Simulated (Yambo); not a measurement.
# GaP (F-43m) in Yambo: notebook, part 2 of 2

Yambo 5.3.0. Earlier steps stand in the parts before.

## (5) Energy-loss spectrum, PBE

eels5.in

```
optics
chi
Chimod= "HARTREE"
% BndsRnXd
 1 | 39 |
%
NGsBlkXd= 3 Ry
% LongDrXd
 1 | 1 | 1 |
%
% QpntsRXd
 7 | 7 |
%
% EnRngeXd
 0 | 50 | eV
%
% DmRngeXd
 0.3 | 0.3 | eV
%
ETStpsXd= 250
```

scf.in

```
&CONTROL
  calculation = 'scf'
  prefix = 'pwscf'
  outdir = './tmp'
  pseudo_dir = './pseudo'
/
&SYSTEM
  ibrav = 0
  nat = 2
  ntyp = 2
  ecutwfc = 80
  nbnd = 15
  occupations = 'smearing'
  smearing = 'fd'
  degauss = 0.00367493
  force_symmorphic = .true.
/
&ELECTRONS
  conv_thr = 4d-10
  electron_maxstep = 120
  mixing_beta = 0.5
/
ATOMIC_SPECIES
Ga    69.7230 Ga.upf
P     30.9738 P.upf
CELL_PARAMETERS angstrom
   0.0000000000    2.7252500000    2.7252500000
   2.7252500000    0.0000000000    2.7252500000
   2.7252500000    2.7252500000    0.0000000000
ATOMIC_POSITIONS crystal
Ga     0.0000000000    0.0000000000    0.0000000000
P      0.7500000000    0.7500000000    0.7500000000
K_POINTS automatic
12 12 12 0 0 0
```

nscf.in

```
&CONTROL
  calculation = 'nscf'
  prefix = 'pwscf'
  outdir = './tmp'
  pseudo_dir = './pseudo'
/
&SYSTEM
  ibrav = 0
  nat = 2
  ntyp = 2
  ecutwfc = 80
  nbnd = 39
  occupations = 'fixed'
  force_symmorphic = .true.
/
&ELECTRONS
  conv_thr = 1d-08
  diago_full_acc = .true.
  diago_thr_init = 1d-06
/
ATOMIC_SPECIES
Ga    69.7230 Ga.upf
P     30.9738 P.upf
CELL_PARAMETERS angstrom
   0.0000000000    2.7252500000    2.7252500000
   2.7252500000    0.0000000000    2.7252500000
   2.7252500000    2.7252500000    0.0000000000
ATOMIC_POSITIONS crystal
Ga     0.0000000000    0.0000000000    0.0000000000
P      0.7500000000    0.7500000000    0.7500000000
K_POINTS automatic
12 12 12 0 0 0
```

Potentials or basis: PseudoDojo 0.4.1 SR PBE standard.

Command:

```console
$ OMP_NUM_THREADS=1 pw.x -in scf.in > scf.out
$ OMP_NUM_THREADS=1 pw.x -in nscf.in > nscf.out
$ cd tmp/pwscf.save; p2y; mv SAVE ../..; cd ../..
$ OMP_NUM_THREADS=1 yambo
$ OMP_NUM_THREADS=1 yambo -F eels5.in -J eels5 -C eels5_out
```

Yambo's report:

```text
[... sections 02.01 to 02.04 as in the set-up run ...]

  [02.05] Energies & Occupations
  ==============================

  [X] === General ===
  [X] Electronic Temperature                        :  0.000000  0.000000 [eV K]
  [X] Bosonic    Temperature                        :  0.000000  0.000000 [eV K]
  [X] Finite Temperature mode                       : no
  [X] El. density                                   :  0.44466E+24 [cm-3]
  [X] Fermi Level                                   :  7.611530 [eV]

  [X] === Gaps and Widths ===
  [X] Conduction Band Min                           :  1.596206 [eV]
  [X] Valence Band Max                              :  0.000000 [eV]
  [X] Filled Bands                                  :   9
  [X] Empty Bands                                   :   10   39
  [X] Direct Gap                                    :  1.818640 [eV]
  [X] Direct Gap localized at k                     :  1
  [X] Indirect Gap                                  :  1.596206 [eV]
  [X] Indirect Gap between kpts                     :    1   40
  [X] Last valence band width                       :  3.416667 [eV]
  [X] 1st conduction band width                     :  3.108478 [eV]

 [03] Transferred momenta grid and indexing
 ==========================================

 IBZ Q-points                                      :   72
 BZ  Q-points                                      :  1728

 K/Q-points units:
 rlu = crystal or reduced units; cc = cartesian coordinates; iku = interal k-units

 Q [ 1]         [rlu]:  0.000000  0.000000  0.000000
 Q [ 2]         [rlu]:  0.12588E-17  0.12588E-17  0.83333E-01
 Q [ 3]         [rlu]:  0.25176E-17  0.25176E-17  0.16667
 Q [ 4]         [rlu]: -0.25926E-17 -0.25926E-17  0.25000
 Q [ 5]         [rlu]:  0.50351E-17  0.50351E-17  0.33333
 Q [ 6]         [rlu]:  0.55436E-16 -0.75090E-19  0.41667
 Q [ 7]         [rlu]:  0.51853E-17  0.51853E-17 -0.50000
 Q [ 8]         [rlu]: -0.57507E-18  0.83333E-01  0.83333E-01
 Q [ 9]         [rlu]:  0.12634E-16  0.83333E-01  0.16667
 Q [10]         [rlu]:  0.13892E-16  0.83333E-01  0.25000
 Q [11]         [rlu]: -0.25926E-17  0.83333E-01  0.33333
 Q [12]         [rlu]:  0.23089E-17  0.83333E-01  0.41667
 Q [13]         [rlu]: -0.75090E-19  0.83333E-01  0.50000
 Q [14]         [rlu]: -0.25468E-17  0.83333E-01 -0.41667
 Q [15]         [rlu]: -0.99367E-17  0.83333E-01 -0.33333
[... 33 lines left out ...]
 Q [49]         [rlu]:  0.083333  0.250000  0.333333
 Q [50]         [rlu]:  0.083333  0.250000  0.416667

 Remaining 22 points informations can be written running with -fatlog

 [04] Optics
 ===========

 [WF-X loader] Normalization (few states)  min/max  :  0.23411E-16   1.0000

 [X-CG] R(p) Tot o/o(of R):    35045   466560      100
```

Wall time 17 min (1 thread of Intel Xeon at 2.50GHz (Skylake/Cascade Lake), shared host); peak memory 0.88 GiB.

What came out:

```
Band gap on the k mesh, mean-field level : 1.60 eV, indirect (least direct gap 1.82 eV)
Peak of the energy-loss function         : 21.1 eV
```

Energy-loss function at q = [0.0, 0.0, -0.5] (reciprocal lattice):
| energy (eV) | loss |
| --- | --- |
| 0.0 | 0.007 |
| 2.2 | 0.009 |
| 4.4 | 0.028 |
| 6.4 | 0.076 |
| 8.6 | 0.153 |
| 10.8 | 0.228 |
| 13.1 | 0.366 |
| 15.3 | 0.652 |
| 17.5 | 1.090 |
| 19.5 | 1.313 |
| 21.7 | 1.447 |
| 23.9 | 1.041 |
| 26.1 | 0.602 |
| 28.3 | 0.468 |
| 30.5 | 0.322 |
| 32.5 | 0.263 |
| 34.7 | 0.187 |
| 36.9 | 0.161 |
| 39.2 | 0.175 |
| 41.4 | 0.127 |
| 43.6 | 0.131 |
| 45.6 | 0.187 |
| 47.8 | 0.145 |
| 50.0 | 0.136 |

## (6) Against experiment

Step 2. Against the measured gap of GaP, 2.34 eV (indirect; 10 K; quoted in “Stacking defects in GaP nanowires: Electronic structure and optical properties”, 2018, arxiv:1810.01194), the calculated 1.60 eV is off by -0.74 eV. Spin-orbit coupling on Ga is left out. The value is that of PBE on a finite k mesh, which can miss the band edges, without temperature or zero-point motion. Semilocal functionals fall short of measured gaps as a rule.

Step 3. Against the measured gap of GaP, 2.34 eV (indirect; 10 K; quoted in “Stacking defects in GaP nanowires: Electronic structure and optical properties”, 2018, arxiv:1810.01194), the calculated 1.60 eV is off by -0.74 eV. Spin-orbit coupling on Ga is left out. The value is that of PBE on a finite k mesh, which can miss the band edges, without temperature or zero-point motion. Semilocal functionals fall short of measured gaps as a rule.

Step 4. A measured gap of GaP is 2.34 eV (indirect; 10 K; quoted in “Stacking defects in GaP nanowires: Electronic structure and optical properties”, 2018, arxiv:1810.01194); the calculated 1.60 eV misses it by -0.74 eV. Spin-orbit coupling on Ga is left out. The value is that of PBE on a finite k mesh, which can miss the band edges, without temperature or zero-point motion. Semilocal functionals fall short of measured gaps as a rule.

Step 5. Measured gap of GaP: 2.34 eV (indirect; 10 K; quoted in “Stacking defects in GaP nanowires: Electronic structure and optical properties”, 2018, arxiv:1810.01194). This calculation gives 1.60 eV (-0.74 eV). Spin-orbit coupling on Ga is left out. The value is that of PBE on a finite k mesh, which can miss the band edges, without temperature or zero-point motion. Semilocal functionals fall short of measured gaps as a rule.
